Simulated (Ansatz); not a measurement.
Tl:

```
Tl
1.0
     3.45600    0.00000    0.00000
    -1.72800    2.99298    0.00000
     0.00000    0.00000    5.52500
Tl
2
Direct
  0.66667 0.33333 0.75000
  0.33333 0.66667 0.25000
```

Base run:

- Program: Ansatz 0.2.0
- Functional: PBE
- Dispersion: D3(BJ)
- Potentials or basis: all-electron LAPW, scalar-relativistic
- Cutoff: 167 eV (chosen from the basis error)
- Basis error allowed: 0.001 eV/atom
- k mesh: 9 × 9 × 5
- Occupations: methfessel-paxton, width 0.2 eV
- Spin: no spin polarisation

Its results: pressure 1.4 GPa.

The run is repeated on the same cell with these changes: functional from PBE to revPBE; dispersion from D3(BJ) to none. What comes out?

Pressure 4.8 GPa.

Several settings changed at once, so the effect can't be laid on one alone.

Caveats: pairwise dispersion overbinds metals, which lowers pressure and volume (some runs).
